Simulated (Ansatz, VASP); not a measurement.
**Sb in VASP and in Ansatz**

INCAR

```
ALGO = Normal
EDIFF = 1E-8
ENCUT = 520
ISIF = 2
ISMEAR = -1
LASPH = T
LCHARG = F
LEFG = T
LREAL = F
LWAVE = F
NBANDS = 12
NELM = 80
PREC = Accurate
SIGMA = 0.03
```

The input KPOINTS:

```
k-points
0
Gamma
  12 12 7
```

File POSCAR:

```
Sb
1.0
    3.3353101777      0.0000000000      0.0000000000
   -1.6676550889      2.8884633434      0.0000000000
    0.0000000000      0.0000000000      5.3300000000
Sb
2
Direct
    0.3333333333      0.6666666667      0.2500000000
    0.6666666667      0.3333333333      0.7500000000
```

Input for Ansatz:

```yaml
crystal:
  lattice:
    - [3.3353101777, 0.0, 0.0]
    - [-1.6676550889, 2.8884633434, 0.0]
    - [0.0, 0.0, 5.33]
  atoms:
    - { symbol: Sb, position: [0.3333333333, 0.6666666667, 0.25] }
    - { symbol: Sb, position: [0.6666666667, 0.3333333333, 0.75] }
kpoints:
  mp_grid: { grid: [12, 12, 7] }
scf:
  occupations: { method: fermi_dirac, width: 0.03 }
hamiltonian:
  xc: lda
  pseudopotentials: { kind: all_electron, datasets: crystal }
output:
  forces: true
  stress: true
  eigenvalues: true
  efg: { contact_densities: true }
```

Change from the starting cell: equal xx and yy strain of -1 %, crystal datasets.

Alike in both runs: task electric field gradients; functional LDA; k mesh 12 × 12 × 7; occupations fermi-dirac, width 0.03 eV; no spin polarisation.

```csv
,VASP,Ansatz
version,VASP 6.6.1,Ansatz 0.2.0
potentials or method,"VASP PAW LDA potentials, release 64 (Sb)","all-electron PAW with datasets made for the crystal, scalar-relativistic"
plane-wave cutoff (eV),520,see its input
```

|  | VASP | Ansatz | Ansatz less VASP |
| --- | --- | --- | --- |
| pressure (GPa) | 0.2 | 0.1 | -0.10 |
| largest component of the traceless stress (GPa) | 1.00 | 1.02 | +0.018 |
| Vzz of the field gradient on the site that differs most (V/Å²) | 24.7 | 27.1 | +2.41 |

Ansatz ran all-electron here, so the differences hold the error of VASP's frozen core and of both bases. Ansatz warned: «gradients_without_spin_orbit».

Spin-orbit coupling is left out, which matters for the levels of Sb.
